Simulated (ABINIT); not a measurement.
# Pb (Im-3m) in ABINIT: band structure with PBEsol

Aim: the band structure of Pb with PBEsol.

Everything below comes from runs of ABINIT 10.8.3 (patched build). Logs are shortened: lines on timing, memory, paths and dates and some standing lists are left out, and cuts for length are marked. The log counts tension as positive stress, the text compression.

## (1) Starting point

The structure is cubic, space group Im-3m (No. 229). Conventional cell: a = 3.959 Å, b = 3.959 Å, c = 3.959 Å, α = 90.00°, β = 90.00°, γ = 90.00°. Pb (site symmetry m-3m) has 8 Pb at 3.43 Å as nearest neighbours.

This isn't the form of Pb at room conditions, which is fcc.

## (2) Band structure, PBEsol

Contents of run.abi:

```
# Datasets: ground state, then fixed potential
ndtset 2

# Pseudopotentials
pp_dirpath "./"
pseudos "Pb.upf"

# Structure
acell 6.4796270145 6.4796270145 6.4796270145
rprim
    -0.5773502692     0.5773502692     0.5773502692
     0.5773502692    -0.5773502692     0.5773502692
     0.5773502692     0.5773502692    -0.5773502692
ntypat 1
znucl 82
natom 1
typat 1
xred
     0.0000000000     0.0000000000     0.0000000000

# Plane-wave basis
ecut 28.0

# Exchange and correlation
ixc -116133

# Bands and occupations
occopt 3
tsmear 0.05 eV

# SCF cycle
nstep 100

# Output
iomode 3
prtwf 0
prteig 0
prtebands 0
prtden1 1
prtvha1 1
prtvclmb1 1
prtpot1 1
prtelf1 1

# Dataset 1
kptopt1 1
ngkpt1 9 9 9
nshiftk1 1
shiftk1 0.0 0.0 0.0
nband1 11
tolvrs1 1.0e-10

# Dataset 2: bands along G-H-N-G-P-H
iscf2 -2
getden2 1
nband2 17
nbdbuf2 4
tolwfr2 1.0e-11
kptopt2 -5
ndivsm2 6
prteig2 1
prtvol2 -3
kptbounds2
     0.0000000000     0.0000000000     0.0000000000
     0.5000000000    -0.5000000000     0.5000000000
     0.0000000000     0.0000000000     0.5000000000
     0.0000000000     0.0000000000     0.0000000000
     0.2500000000     0.2500000000     0.2500000000
     0.5000000000    -0.5000000000     0.5000000000
```

Potentials or basis: PseudoDojo NC SR PBEsol v0.4.1 standard.

Started as:

```console
abinit run.abi > log 2>&1
```

run.abo:

```text
.Version 10.8.3 of ABINIT
 DATASET    1 : space group Im -3 m (#229); Bravais cI (body-center cubic)
================================================================================
 Values of the parameters that define the memory need for DATASET  1.
     intxc =       0    ionmov =       0      iscf =       7    lmnmax =       6
     lnmax =       6     mgfft =      32  mpssoang =       3    mqgrid =    3001
     natom =       1  nloc_mem =       1    nspden =       1   nspinor =       1
    nsppol =       1      nsym =      48    n1xccc =    2501    ntypat =       1
    occopt =       3   xclevel =       2
       mpw =        1499          nfft =       32768          nkpt =          35
================================================================================
================================================================================

 DATASET    2 : space group Im -3 m (#229); Bravais cI (body-center cubic)
================================================================================
 Values of the parameters that define the memory need for DATASET  2.
     intxc =       0    ionmov =       0      iscf =      -2    lmnmax =       6
     lnmax =       6     mgfft =      32  mpssoang =       3    mqgrid =    3001
     natom =       1  nloc_mem =       1    nspden =       1   nspinor =       1
    nsppol =       1      nsym =      48    n1xccc =    2501    ntypat =       1
    occopt =       3   xclevel =       2
       mpw =        1508          nfft =       32768          nkpt =          35
================================================================================
================================================================================

--------------------------------------------------------------------------------
------------- Echo of variables that govern the present computation ------------
--------------------------------------------------------------------------------
 -outvars: echo values of preprocessed input variables --------
            acell      6.4796270145E+00  6.4796270145E+00  6.4796270145E+00 Bohr
              amu      2.07200000E+02
             ecut      2.80000000E+01 Hartree
           getden1          0
           getden2          1
             iscf1          7
             iscf2         -2
              ixc     -116133
           jdtset        1    2
           kptopt1          1
           kptopt2         -5
         kptrlatt        9    0    0      0    9    0      0    0    9
          kptrlen1     5.83166431E+01
          kptrlen2     3.00000000E+01
            natom           1
            nband1         11
            nband2         17
           nbdbuf1          0
           nbdbuf2          4
           ndtset           2
           ndivsm1          0
           ndivsm2          6
            ngfft          32      32      32
             nkpt          35
            nstep         100
             nsym          48
           ntypat           1
           occopt           3
        prtebands           0
           prteig1          0
           prteig2          1
           prtelf1          1
           prtelf2          0
           prtpot1          1
           prtpot2          0
         prtvclmb1          1
         prtvclmb2          0
           prtvha1          1
           prtvha2          0
           prtvol1          0
           prtvol2         -3
            prtwf           0
            rprim     -5.7735026920E-01  5.7735026920E-01  5.7735026920E-01
                       5.7735026920E-01 -5.7735026920E-01  5.7735026920E-01
                       5.7735026920E-01  5.7735026920E-01 -5.7735026920E-01
           shiftk1     0.00000000E+00  0.00000000E+00  0.00000000E+00
           shiftk2     5.00000000E-01  5.00000000E-01  5.00000000E-01
          spgroup         229
[... 174 lines left out ...]
iteration_state: {dtset: 2, }
dimensions: {natom: 1, nkpt: 35, mband: 17, nsppol: 1, nspinor: 1, nspden: 1, mpw: 1508, }
cutoff_energies: {ecut:  28.0, pawecutdg:  -1.0, }
electrons: {nelect:   1.40000000E+01, charge:   0.00000000E+00, occopt:   3.00000000E+00, tsmear:   1.83746611E-03, }
meta: {optdriver: 0, ionmov: 0, optcell: 0, iscf: -2, paral_kgb: 0, }
...

 mkfilename : getden/=0, take file _DEN from output of DATASET   1.

 Real(R)+Recip(G) space primitive vectors, cartesian coordinates (Bohr,Bohr^-1):
 R(1)= -3.7410144  3.7410144  3.7410144  G(1)=  0.0000000  0.1336536  0.1336536
 R(2)=  3.7410144 -3.7410144  3.7410144  G(2)=  0.1336536  0.0000000  0.1336536
 R(3)=  3.7410144  3.7410144 -3.7410144  G(3)=  0.1336536  0.1336536  0.0000000
 Unit cell volume ucvol=  2.0942481E+02 bohr^3
 Angles (23,13,12)=  1.09471221E+02  1.09471221E+02  1.09471221E+02 degrees

 getcut: wavevector=  0.0000  0.0000  0.0000  ngfft=  32  32  32
         ecut(hartree)=     28.000   => boxcut(ratio)=   2.07529
--------------------------------------------------------------------------------

================================================================================
 Non-SCF case, kpt    1 (  0.00000  0.00000  0.00000), residuals and eigenvalues=
  2.88E-12  7.45E-12  3.31E-12  3.41E-12  3.99E-12  5.76E-12  5.38E-12  1.91E-12
  8.85E-12  2.71E-12  2.39E-12  3.90E-12  2.80E-12  7.11E-12  4.84E-12  1.00E-05
  4.80E-12
 -4.3880E-01 -4.3880E-01 -4.3880E-01 -4.3049E-01 -4.3049E-01 -2.3872E-01
  4.6126E-01  4.6126E-01  4.6126E-01  6.0704E-01  6.0704E-01  6.0704E-01
  6.0967E-01  6.7620E-01  6.7620E-01  6.7630E-01  6.9180E-01
 Non-SCF case, kpt    2 (  0.06250 -0.06250  0.06250), residuals and eigenvalues=
  2.66E-12  7.85E-12  8.52E-12  8.68E-12  1.30E-12  1.73E-12  3.54E-12  2.57E-12
  2.99E-12  6.24E-12  2.82E-12  6.11E-12  5.94E-12  7.31E-09  4.33E-06  4.21E-12
  5.95E-04
 -4.3850E-01 -4.3850E-01 -4.3834E-01 -4.3086E-01 -4.3042E-01 -2.3302E-01
  4.1597E-01  4.4084E-01  4.4084E-01  5.6656E-01  5.9587E-01  5.9587E-01
  6.4390E-01  6.7875E-01  7.1872E-01  7.2170E-01  7.2279E-01
[... 217 lines left out ...]
 Non-SCF case, kpt   34 (  0.46429 -0.39286  0.46429), residuals and eigenvalues=
  2.46E-12  2.53E-12  4.21E-12  5.76E-12  3.15E-12  8.18E-12  3.76E-12  3.40E-12
  4.00E-12  2.53E-12  2.85E-12  9.71E-12  3.15E-12  1.39E-10  1.20E-09  8.85E-08
  5.25E-04
 -4.4004E-01 -4.4004E-01 -4.2807E-01 -4.2682E-01 -4.2682E-01 -1.7967E-02
  1.6535E-01  1.6535E-01  2.0158E-01  3.7481E-01  3.7481E-01  7.9213E-01
  8.5054E-01  8.9603E-01  8.9603E-01  1.0386E+00  1.0414E+00
 Non-SCF case, kpt   35 (  0.50000 -0.50000  0.50000), residuals and eigenvalues=
  2.53E-12  6.10E-12  2.39E-12  1.42E-12  1.40E-12  4.12E-12  2.41E-12  4.94E-12
  3.48E-12  2.92E-12  3.81E-12  9.58E-12  5.23E-12  8.88E-10  3.32E-09  6.25E-10
  1.23E-05
 -4.4062E-01 -4.4062E-01 -4.2667E-01 -4.2667E-01 -4.2667E-01 -5.6193E-03
  1.7550E-01  1.7550E-01  1.7550E-01  3.5524E-01  3.5524E-01  8.2205E-01
  9.0744E-01  9.0744E-01  9.0744E-01  1.0220E+00  1.0220E+00

--- !ResultsGS
iteration_state: {dtset: 2, }
comment   : Summary of ground state results
lattice_vectors:
- [ -3.7410144,   3.7410144,   3.7410144, ]
- [  3.7410144,  -3.7410144,   3.7410144, ]
- [  3.7410144,   3.7410144,  -3.7410144, ]
lattice_lengths: [   6.47963,    6.47963,    6.47963, ]
lattice_angles: [109.471, 109.471, 109.471, ] # degrees, (23, 13, 12)
lattice_volume:   2.0942481E+02
convergence: {deltae:  0.000E+00, res2:  0.000E+00, residm:  9.994E-12, diffor:  0.000E+00, }
etotal    :  -7.02672607E+01
entropy   :   0.00000000E+00
fermie    :   1.89613566E-01
cartesian_stress_tensor: null
pressure_GPa: null
xred      :
- [  0.0000E+00,   0.0000E+00,   0.0000E+00, Pb]
cartesian_forces: null
force_length_stats: {min: null, max: null, mean: null, }
...

 Integrated electronic density in atomic spheres:
 ------------------------------------------------
 Atom  Sphere_radius  Integrated_density
    1        2.00000         10.03110477
================================================================================

 ----iterations are completed or convergence reached----

 Mean square residual over all n,k,spin=   43.727E-13; max=  99.944E-13
 reduced coordinates (array xred) for    1 atoms
       0.000000000000      0.000000000000      0.000000000000

 cartesian coordinates (angstrom) at end:
    1      0.00000000000000     0.00000000000000     0.00000000000000
 length scales=  6.479627014500  6.479627014500  6.479627014500 bohr
              =  3.428870948899  3.428870948899  3.428870948899 angstroms
 Eigenvalues (hartree) for nkpt=  35  k points:
 kpt#   1, nband= 17, wtk=  1.00000, kpt=  0.0000  0.0000  0.0000 (reduced coord)
  -0.43880   -0.43880   -0.43880   -0.43049   -0.43049   -0.23872    0.46126    0.46126
   0.46126    0.60704    0.60704    0.60704    0.60967    0.67620    0.67620    0.67630
   0.69180
 kpt#   2, nband= 17, wtk=  1.00000, kpt=  0.0625 -0.0625  0.0625 (reduced coord)
  -0.43850   -0.43850   -0.43834   -0.43086   -0.43042   -0.23302    0.41597    0.44084
   0.44084    0.56656    0.59587    0.59587    0.64390    0.67875    0.71872    0.72170
   0.72279
 kpt#   3, nband= 17, wtk=  1.00000, kpt=  0.1250 -0.1250  0.1250 (reduced coord)
  -0.43759   -0.43759   -0.43703   -0.43192   -0.43043   -0.21596    0.34337    0.39151
   0.39151    0.51059    0.60329    0.60329    0.67266    0.68654    0.80310    0.80494
   0.80506
 kpt#   4, nband= 17, wtk=  1.00000, kpt=  0.1875 -0.1875  0.1875 (reduced coord)
  -0.43605   -0.43605   -0.43506   -0.43354   -0.43105   -0.18785    0.27804    0.33476
   0.33476    0.46198    0.63284    0.63284    0.69699    0.70002    0.80566    0.89943
   0.89946
 kpt#   5, nband= 17, wtk=  1.00000, kpt=  0.2500 -0.2500  0.2500 (reduced coord)
[... 109 lines left out ...]
   0.34154    0.49039    0.49039    0.57467    0.82743    0.85628    0.85628    1.09266
   1.09310
 kpt#  33, nband= 17, wtk=  1.00000, kpt=  0.4286 -0.2857  0.4286 (reduced coord)
  -0.43848   -0.43848   -0.43165   -0.42727   -0.42727   -0.04137    0.14470    0.14470
   0.26444    0.42389    0.42389    0.68369    0.83284    0.87466    0.87466    1.07223
   1.07301
 kpt#  34, nband= 17, wtk=  1.00000, kpt=  0.4643 -0.3929  0.4643 (reduced coord)
  -0.44004   -0.44004   -0.42807   -0.42682   -0.42682   -0.01797    0.16535    0.16535
   0.20158    0.37481    0.37481    0.79213    0.85054    0.89603    0.89603    1.03857
   1.04136
 kpt#  35, nband= 17, wtk=  1.00000, kpt=  0.5000 -0.5000  0.5000 (reduced coord)
  -0.44062   -0.44062   -0.42667   -0.42667   -0.42667   -0.00562    0.17550    0.17550
   0.17550    0.35524    0.35524    0.82205    0.90744    0.90744    0.90744    1.02199
   1.02200

== END DATASET(S) ==============================================================
================================================================================

 -outvars: echo values of variables after computation  --------
            acell      6.4796270145E+00  6.4796270145E+00  6.4796270145E+00 Bohr
           etotal1    -7.0267260715E+01
            fcart1    -0.0000000000E+00 -0.0000000000E+00 -0.0000000000E+00
            rprim     -5.7735026920E-01  5.7735026920E-01  5.7735026920E-01
                       5.7735026920E-01 -5.7735026920E-01  5.7735026920E-01
                       5.7735026920E-01  5.7735026920E-01 -5.7735026920E-01
           strten1     6.5386905107E-05  6.5386905107E-05  6.5386905107E-05
                       0.0000000000E+00  0.0000000000E+00  0.0000000000E+00
 Calculation completed.
```

Wall time 36 s (1 thread of Arm Neoverse N1, shared host); peak memory 0.1 GiB.

Results:

```
Free energy                                           : -1912.0696 eV
Pressure                                              : -1.9 GPa
Band gap on the k mesh                                : none (metal or under the smearing width)
Valence electrons inside the program's atomic spheres : Pb 10.03 (radii [1.0584] Å)
```

Levels at the corners of the path, in eV from the Fermi level:
```
point  band 4  band 5  band 6  band 7  band 8  band 9  band 10  band 11
    Γ  -16.87  -16.87  -11.66    7.39    7.39    7.39    11.36    11.36
    H  -16.77  -16.77   -5.31   -0.38   -0.38   -0.38     4.51     4.51
    N  -16.88  -16.74   -7.93   -3.99    3.37    5.08     7.38     8.81
    Γ  -16.87  -16.87  -11.66    7.39    7.39    7.39    11.36    11.36
    P  -16.88  -16.88   -7.24   -1.05   -1.05   -1.05    16.81    16.81
    H  -16.77  -16.77   -5.31   -0.38   -0.38   -0.38     4.51     4.51
```

Caveat: spin-orbit coupling is left out, which moves the levels of the heavy elements.

## (3) For comparison

An earlier run on the cell as given: functional PBEsol; potentials or basis PseudoDojo NC SR PBEsol v0.4.1 standard; cutoff 762 eV; k mesh 9 × 9 × 9; occupations fermi-dirac, width 0.05 eV; no spin polarisation.

* Pressure: -1.9 GPa
* Band gap on the k mesh: none (metal or under the smearing width)
* Valence electrons inside the program's atomic spheres: Pb 10.03 (radii [1.0584] Å)
